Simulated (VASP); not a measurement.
# Si in VASP: a series of runs, part 2 of 3

VASP 6.6.1.

## 3. Single point, PBE

INCAR reads:

```
SYSTEM = Si
PREC = Accurate
ENCUT = 600
EDIFF = 1E-6
ISMEAR = -1
SIGMA = 0.05
LREAL = .FALSE.
LASPH = .TRUE.
NELM = 80
ALGO = Normal
ISIF = 2
LWAVE = .FALSE.
LCHARG = .FALSE.
LDIPOL = .TRUE.
IDIPOL = 3
DIPOL = 0.5 0.5 0.294
GGA = PE
```

KPOINTS reads:

```
Automatic mesh
0
G
  11 11 1
  0 0 0
```

POSCAR reads:

```
Si
1.0
    2.3993200000      0.0000000000      0.0000000000
    0.0000000000      2.4179400000      0.0000000000
    0.0000000000      0.0000000000     23.8000000000
Si
1
Direct
    0.5000000000      0.5000000000      0.2941200000
```

Potentials or basis: VASP PAW PBE potentials, release 64 (Si_GW).

On the command line:

```bash
cat potpaw_PBE.64/Si_GW/POTCAR > POTCAR
mpirun -np 1 vasp_std > vasp.out
```

OUTCAR:

```text
SYSTEM = Si
   PREC = Accurate
   ENCUT = 600
   EDIFF = 1E-6
   ISMEAR = -1
   LREAL = .FALSE.
   LASPH = .TRUE.
   NELM = 80
   ISIF = 2
   GGA = PE

 ion  position               nearest neighbor table
   1  0.500  0.500  0.294-

  LATTYP: Found a simple orthorhombic cell.
 ALAT       =     2.3993200000
 B/A-ratio  =     1.0077605322
 C/A-ratio  =     9.9194771852

  Lattice vectors:

 A1 = (   2.3993200000,   0.0000000000,   0.0000000000)
 A2 = (   0.0000000000,   2.4179400000,   0.0000000000)
 A3 = (   0.0000000000,   0.0000000000,  23.8000000000)

Analysis of symmetry for initial positions (statically):
=====================================================================
 Subroutine PRICEL returns:
 Original cell was already a primitive cell.

 Routine SETGRP: Setting up the symmetry group for a
 simple orthorhombic supercell.

 Subroutine GETGRP returns: Found  8 space group operations
 (whereof  4 operations were pure point group operations)
 out of a pool of  8 trial point group operations.

The static configuration has the point symmetry C_2v.
 The point group associated with its full space group is D_2h.

Analysis of symmetry for dynamics (positions and initial velocities):
=====================================================================
 Subroutine PRICEL returns:
 Original cell was already a primitive cell.

 Routine SETGRP: Setting up the symmetry group for a
 simple orthorhombic supercell.

 Subroutine GETGRP returns: Found  8 space group operations
 (whereof  4 operations were pure point group operations)
 out of a pool of  8 trial point group operations.

The dynamic configuration has the point symmetry C_2v.
 The point group associated with its full space group is D_2h.

 Subroutine INISYM returns: Found  8 space group operations
 (whereof  4 operations are pure point group operations),
 and found     1 'primitive' translations

----------------------------------------------------------------------------------------

                                     Primitive cell

  volume of cell :     138.0736

  direct lattice vectors                    reciprocal lattice vectors
     2.399320000  0.000000000  0.000000000     0.416784756  0.000000000  0.000000000
     0.000000000  2.417940000  0.000000000     0.000000000  0.413575192  0.000000000
     0.000000000  0.000000000 23.800000000     0.000000000  0.000000000  0.042016807

  length of vectors
     2.399320000  2.417940000 23.800000000     0.416784756  0.413575192  0.042016807

  position of ions in fractional coordinates (direct lattice)
     0.500000000  0.500000000  0.294120000

  ion indices of the primitive-cell ions
   primitive index   ion index
                 1           1

----------------------------------------------------------------------------------------

 KPOINTS: Automatic mesh

Automatic generation of k-mesh.
 Grid dimensions read from file:
 generate k-points for:   11   11    1

 Generating k-lattice:

  Cartesian coordinates                     Fractional coordinates (reciprocal lattice)
     0.037889523  0.000000000  0.000000000     0.090909091  0.000000000  0.000000000
     0.000000000  0.037597745  0.000000000     0.000000000  0.090909091  0.000000000
     0.000000000  0.000000000  0.042016807     0.000000000  0.000000000  1.000000000

  Length of vectors
     0.037889523  0.037597745  0.042016807

  Shift w.r.t. Gamma in fractional coordinates (k-lattice)
     0.000000000  0.000000000  0.000000000

 Subroutine IBZKPT returns following result:
 ===========================================

 Found     36 irreducible k-points:

 Following reciprocal coordinates:
            Coordinates               Weight
  0.000000  0.000000  0.000000      1.000000
  0.090909  0.000000  0.000000      2.000000
  0.181818  0.000000  0.000000      2.000000
  0.272727  0.000000  0.000000      2.000000
  0.363636  0.000000  0.000000      2.000000
  0.454545  0.000000  0.000000      2.000000
[... 16 lines left out ...]
  0.363636  0.272727  0.000000      4.000000
  0.454545  0.272727  0.000000      4.000000
 [... further k-points ...]
   k-points           NKPTS =     36   k-points in BZ     NKDIM =     36   number of bands    NBANDS=      6
   number of dos      NEDOS =    301   number of ions     NIONS =      1
   total plane-waves  NPLWV =  76800
   dimension x,y,z NGX =    20 NGY =   20 NGZ =  192
   dimension x,y,z NGXF=    40 NGYF=   40 NGZF=  384
   ions per type =               1
   NGX,Y,Z   is equivalent  to a cutoff of  13.86, 13.75, 13.41 a.u.
   NGXF,Y,Z  is equivalent  to a cutoff of  27.72, 27.50, 26.82 a.u.
 SYSTEM =  Si
   PREC   = accura    normal or accurate (medium, high low for compatibility)
   ISTART =      0    job   : 0-new  1-cont  2-samecut
   ICHARG =      2    charge: 1-file 2-atom 10-const
   ISPIN  =      1    spin polarized calculation?
   LNONCOLLINEAR =      F non collinear calculations
   LSORBIT =      F    spin-orbit coupling
   LASPH  =      T    aspherical Exc in radial PAW
   ENCUT  =  600.0 eV  44.10 Ry    6.64 a.u.   4.79  4.83 47.53*2*pi/ulx,y,z
   NELM   =     80;   NELMIN=  2; NELMDL= -5     # of ELM steps
   EDIFF  = 0.1E-05   stopping-criterion for ELM
   LREAL  =      F    real-space projection
   EDIFFG = 0.1E-04   stopping-criterion for IOM
   NSW    =      0    number of steps for IOM
   IBRION =     -1    ionic relax: 0-MD 1-quasi-New 2-CG
   NFREE  =      0    steps in history (QN), initial steepest desc. (CG)
   ISIF   =      2    stress and relaxation
   ISYM   =      2    0-nonsym 1-usesym 2-fastsym
   POTIM  = 0.5000    time-step for ionic-motion
   TEBEG  =    0.0;   TEEND  =   0.0 temperature during run
   PSTRESS=    0.0 pullay stress
   NELECT =       4.0000    total number of electrons
   NUPDOWN=      -1.0000    fix difference up-down
   EMIN   =  10.00;   EMAX   =-10.00  energy-range for DOS
   EFERMI =   0.00;   METHOD = LEGACY
   ISMEAR =    -1;   SIGMA  =   0.05  broadening in eV -4-tet -1-fermi 0-gaus
   EFERMI_NEDOS =   21; number of points for ismear=-14 and -15
   IALGO  =     38    algorithm
   IMIX   =      4    mixing-type and parameters
     AMIX     =   0.40;   BMIX     =  1.00
     AMIX_MAG =   1.60;   BMIX_MAG =  1.00
  volume/ion in A,a.u.               =     138.07       931.77
  Fermi-wavevector in a.u.,A,eV,Ry     =   0.502795  0.950145  3.439596  0.252803
  Thomas-Fermi vector in A             =   1.511992
   LORBIT       =      0    0 simple, 1 ext, 2 COOP (PROOUT), +10 PAW based schemes
   GGA     = PE    functional components
   LHFCALC =     F    Hartree Fock is set to
   AEXX    =    0.0000 exact exchange contribution
   IVDW    =     0    specifies the selected vdW correction
   LEPSILON=     F    determine dielectric tensor
   LRPA    =     F    only Hartree local field effects (RPA)
 non-spin polarized calculation
  energy-cutoff  :      600.00
  volume of cell :      138.07
 maximum number of plane-waves:      4638
 NGX is ok and might be reduce to    20
   NGX =  9   NGY =  9   NGZ = 95

 dipolmoment           0.000000      0.000000     -0.000001 electrons x Angstroem

 number of electron       4.0000000 magnetization

 dipolmoment           0.000000      0.000000      0.000003 electrons x Angstroem

 Free energy of the ion-electron system (eV)
  ---------------------------------------------------
  ext. energy  EPLUGINS =         0.00000000
  ---------------------------------------------------
  free energy    TOTEN  =        -4.53655765 eV

  energy without entropy =       -4.53067471  energy(sigma->0) =       -4.53361618

 E-fermi :  -3.2060     XC(G=0):  -1.8995

 val. band max:       -3.2664101010   @ k =   0.3636   0.3636   0.0000
 cond. band min:      -3.1506499012   @ k =   0.0909   0.3636   0.0000
 fundamental gap:      0.1157601998
 Fermi energy:        -3.2060063264

 k-point     1 :       0.0000    0.0000    0.0000
  band No.  band energies     occupation
      1     -14.6920      2.00000
      2      -6.3652      2.00000
      3      -0.1293      0.00000
      4       1.2236      0.00000
      5       1.5100      0.00000
      6       2.1911      0.00000
[... 199 lines left out ...]
 k-point    24 :       0.4545    0.2727    0.0000
  band No.  band energies     occupation
      1      -7.9306      2.00000
      2      -5.7941      2.00000
      3      -0.1803      0.00000
      4       2.6838      0.00000
      5       3.4527      0.00000
      6       5.2695      0.00000

 [... further k-points ...]

------------------------ aborting loop because EDIFF is reached ----------------------------------------

 vacuum level on the upper side and lower side of the slab       (xc-potential included)        -0.017        -0.017

  FORCE on cell =-STRESS in cart. coord.  units (eV):
  Direction    XX          YY          ZZ          XY          YZ          ZX
  --------------------------------------------------------------------------------------
  -------------------------------------------------------------------------------------
  Total        0.2460758     -0.1150732     -0.0009427      0.0000000      0.0000000      0.0000000
  in kB        2.8554126     -1.3352857     -0.0109384      0.0000000      0.0000000      0.0000000
  external PRESSURE =       0.5030628 kB  Pullay stress =       0.0000000 kB

 VOLUME and BASIS-vectors are now :
 -----------------------------------------------------------------------------
  energy-cutoff  :      600.00
  volume of cell :      138.07
      direct lattice vectors                 reciprocal lattice vectors
     2.399320000  0.000000000  0.000000000     0.416784756  0.000000000  0.000000000
     0.000000000  2.417940000  0.000000000     0.000000000  0.413575192  0.000000000
     0.000000000  0.000000000 23.800000000     0.000000000  0.000000000  0.042016807

 POSITION                                       TOTAL-FORCE (eV/Angst)
 -----------------------------------------------------------------------------------
      1.19966      1.20897      7.00006         0.000000      0.000000      0.000000
 -----------------------------------------------------------------------------------
    total drift:                                0.000000      0.000000      0.000017

  FREE ENERGIE OF THE ION-ELECTRON SYSTEM (eV)
  ---------------------------------------------------
  free  energy   TOTEN  =        -4.5365576510 eV

  energy  without entropy=       -4.5306747080  energy(sigma->0) =       -4.53361618

 vacuum level on the upper side and lower side of the slab         1.459         1.459
```

OSZICAR:

```text
N       E                     dE             d eps       ncg     rms          rms(c)
DAV:   1     0.210074575059E+02    0.21007E+02   -0.15437E+03   432   0.506E+02
DAV:   2    -0.374242691802E+01   -0.24750E+02   -0.15011E+02   606   0.560E+01
DAV:   3    -0.470190893230E+01   -0.95948E+00   -0.94859E+00   672   0.181E+01
DAV:   4    -0.470996912394E+01   -0.80602E-02   -0.80590E-02   642   0.238E+00
DAV:   5    -0.471033245365E+01   -0.36333E-03   -0.36333E-03   726   0.461E-01    0.163E+00
DAV:   6    -0.460418208679E+01    0.10615E+00   -0.71069E-02   540   0.127E+00    0.950E-01
DAV:   7    -0.453848530755E+01    0.65697E-01   -0.15965E-01   600   0.191E+00    0.133E-01
DAV:   8    -0.453690604038E+01    0.15793E-02   -0.55216E-03   612   0.526E-01    0.104E-01
DAV:   9    -0.453524667085E+01    0.16594E-02   -0.22194E-03   630   0.233E-01    0.318E-02
DAV:  10    -0.453576495104E+01   -0.51828E-03   -0.61748E-04   540   0.135E-01    0.164E-02
DAV:  11    -0.453583867929E+01   -0.73728E-04   -0.22958E-04   534   0.805E-02    0.146E-02
DAV:  12    -0.453621587732E+01   -0.37720E-03   -0.16275E-04   522   0.670E-02    0.109E-02
DAV:  13    -0.453640117313E+01   -0.18530E-03   -0.44965E-05   564   0.322E-02    0.288E-03
DAV:  14    -0.453651425659E+01   -0.11308E-03   -0.20131E-05   618   0.186E-02    0.351E-03
DAV:  15    -0.453653808541E+01   -0.23829E-04   -0.33226E-06   612   0.970E-03    0.893E-04
DAV:  16    -0.453655317548E+01   -0.15090E-04   -0.14709E-06   588   0.534E-03    0.604E-04
DAV:  17    -0.453655750282E+01   -0.43273E-05   -0.30498E-07   552   0.250E-03    0.265E-04
DAV:  18    -0.453655765104E+01   -0.14822E-06   -0.11206E-08   606   0.674E-04
   1 F= -.45365577E+01 E0= -.45336162E+01  d E =-.588294E-02
```

stdout:

```text
POSCAR found type information on POSCAR Si
 POSCAR found :  1 types and       1 ions
 scaLAPACK will be used
 LDA part: xc-table for (Slater+PW92), standard interpolation
 POSCAR, INCAR and KPOINTS ok, starting setup
 FFT: planning ... GRIDC
 FFT: planning ... GRID_SOFT
 FFT: planning ... GRID
 WAVECAR not read
 entering main loop
```

Run time: 21 s. Hardware: 1 thread of Intel Xeon 6975P-C (Granite Rapids), shared host; peak memory 0.26 GiB.

What came out:

* Free energy: -4.5366 eV
* Band gap on the k mesh: none (metal or under the smearing width)

Levels at points of the mesh, in eV from the Fermi level:
```csv
k point,band 1,band 2,band 3,band 4,band 5,band 6
"(0.00, 0.00, 0.00)",-11.49,-3.16,3.08,4.43,4.72,5.40
```

## 4. Single point, PBE

INCAR is that of step 3.

KPOINTS is that of step 3.

POSCAR is that of step 3.

On the command line:

```bash
cat potpaw_PBE.64/Si_GW/POTCAR > POTCAR
mpirun -np 1 vasp_std > vasp.out
```

It took 21 s on 1 thread of Intel Xeon 6975P-C (Granite Rapids), shared host; peak memory 0.26 GiB.

It converged, with:

```
Free energy            : -4.5366 eV
Band gap on the k mesh : none (metal or under the smearing width)
```

Levels at points of the mesh, in eV from the Fermi level:
| k point | band 1 | band 2 | band 3 | band 4 | band 5 | band 6 |
| --- | --- | --- | --- | --- | --- | --- |
| (0.00, 0.00, 0.00) | -11.49 | -3.16 | 3.08 | 4.43 | 4.72 | 5.40 |

## 5. Single point, PBE

INCAR is that of step 4.

KPOINTS is that of step 4.

POSCAR is that of step 4.

Potentials or basis: VASP PAW PBE potentials, release 54 (Si).

On the command line:

```bash
cat potpaw_PBE.54/Si/POTCAR > POTCAR
mpirun -np 1 vasp_std > vasp.out
```

OUTCAR:

```text
SYSTEM = Si
   PREC = Accurate
   ENCUT = 600
   EDIFF = 1E-6
   ISMEAR = -1
   LREAL = .FALSE.
   LASPH = .TRUE.
   NELM = 80
   ISIF = 2
   GGA = PE

 ion  position               nearest neighbor table
   1  0.500  0.500  0.294-

  LATTYP: Found a simple orthorhombic cell.
 ALAT       =     2.3993200000
 B/A-ratio  =     1.0077605322
 C/A-ratio  =     9.9194771852

  Lattice vectors:

 A1 = (   2.3993200000,   0.0000000000,   0.0000000000)
 A2 = (   0.0000000000,   2.4179400000,   0.0000000000)
 A3 = (   0.0000000000,   0.0000000000,  23.8000000000)

Analysis of symmetry for initial positions (statically):
=====================================================================
 Subroutine PRICEL returns:
 Original cell was already a primitive cell.

 Routine SETGRP: Setting up the symmetry group for a
 simple orthorhombic supercell.

 Subroutine GETGRP returns: Found  8 space group operations
 (whereof  4 operations were pure point group operations)
 out of a pool of  8 trial point group operations.

The static configuration has the point symmetry C_2v.
 The point group associated with its full space group is D_2h.

Analysis of symmetry for dynamics (positions and initial velocities):
=====================================================================
 Subroutine PRICEL returns:
 Original cell was already a primitive cell.

 Routine SETGRP: Setting up the symmetry group for a
 simple orthorhombic supercell.

 Subroutine GETGRP returns: Found  8 space group operations
 (whereof  4 operations were pure point group operations)
 out of a pool of  8 trial point group operations.

The dynamic configuration has the point symmetry C_2v.
 The point group associated with its full space group is D_2h.

 Subroutine INISYM returns: Found  8 space group operations
[... 117 lines left out ...]
  Fermi-wavevector in a.u.,A,eV,Ry     =   0.502795  0.950145  3.439596  0.252803
  Thomas-Fermi vector in A             =   1.511992
   LORBIT       =      0    0 simple, 1 ext, 2 COOP (PROOUT), +10 PAW based schemes
   GGA     = PE    functional components
   LHFCALC =     F    Hartree Fock is set to
   AEXX    =    0.0000 exact exchange contribution
   IVDW    =     0    specifies the selected vdW correction
   LEPSILON=     F    determine dielectric tensor
   LRPA    =     F    only Hartree local field effects (RPA)
 non-spin polarized calculation
  energy-cutoff  :      600.00
  volume of cell :      138.07
 maximum number of plane-waves:      4638
 NGX is ok and might be reduce to    20
   NGX =  9   NGY =  9   NGZ = 95

 dipolmoment           0.000000      0.000000     -0.000001 electrons x Angstroem

 number of electron       4.0000000 magnetization

 dipolmoment           0.000000      0.000000      0.000001 electrons x Angstroem

 Free energy of the ion-electron system (eV)
  ---------------------------------------------------
  ext. energy  EPLUGINS =         0.00000000
  ---------------------------------------------------
  free energy    TOTEN  =        -4.53732772 eV

  energy without entropy =       -4.53144230  energy(sigma->0) =       -4.53438501

 E-fermi :  -3.1530     XC(G=0):  -1.8946

 val. band max:       -3.2132895538   @ k =   0.3636   0.3636   0.0000
 cond. band min:      -3.0976391043   @ k =   0.0909   0.3636   0.0000
 fundamental gap:      0.1156504495
 Fermi energy:        -3.1529607637

 k-point     1 :       0.0000    0.0000    0.0000
  band No.  band energies     occupation
      1     -14.6364      2.00000
      2      -6.3116      2.00000
      3      -0.0766      0.00000
      4       1.2757      0.00000
      5       1.5789      0.00000
      6       2.2653      0.00000
[... 199 lines left out ...]
 k-point    24 :       0.4545    0.2727    0.0000
  band No.  band energies     occupation
      1      -7.8754      2.00000
      2      -5.7397      2.00000
      3      -0.1271      0.00000
      4       2.7386      0.00000
      5       3.5040      0.00000
      6       5.3217      0.00000

 [... further k-points ...]

------------------------ aborting loop because EDIFF is reached ----------------------------------------

 vacuum level on the upper side and lower side of the slab       (xc-potential included)        -0.011        -0.011

  FORCE on cell =-STRESS in cart. coord.  units (eV):
  Direction    XX          YY          ZZ          XY          YZ          ZX
  --------------------------------------------------------------------------------------
  -------------------------------------------------------------------------------------
  Total        0.2382298     -0.1222167     -0.0006418      0.0000000      0.0000000      0.0000000
  in kB        2.7643687     -1.4181772     -0.0074473      0.0000000      0.0000000      0.0000000
  external PRESSURE =       0.4462480 kB  Pullay stress =       0.0000000 kB

 VOLUME and BASIS-vectors are now :
 -----------------------------------------------------------------------------
  energy-cutoff  :      600.00
  volume of cell :      138.07
      direct lattice vectors                 reciprocal lattice vectors
     2.399320000  0.000000000  0.000000000     0.416784756  0.000000000  0.000000000
     0.000000000  2.417940000  0.000000000     0.000000000  0.413575192  0.000000000
     0.000000000  0.000000000 23.800000000     0.000000000  0.000000000  0.042016807

 POSITION                                       TOTAL-FORCE (eV/Angst)
 -----------------------------------------------------------------------------------
      1.19966      1.20897      7.00006         0.000000      0.000000      0.000000
 -----------------------------------------------------------------------------------
    total drift:                               -0.000000      0.000000      0.000007

  FREE ENERGIE OF THE ION-ELECTRON SYSTEM (eV)
  ---------------------------------------------------
  free  energy   TOTEN  =        -4.5373277198 eV

  energy  without entropy=       -4.5314422999  energy(sigma->0) =       -4.53438501

 vacuum level on the upper side and lower side of the slab         1.513         1.513
```

Wall time 19 s (1 thread of Intel Xeon 6975P-C (Granite Rapids), shared host); peak memory 0.26 GiB.

What came out:

| Property | Result |
| --- | --- |
| Free energy | -4.5373 eV |
| Band gap on the k mesh | none (metal or under the smearing width) |

[end of part 2 of 3]
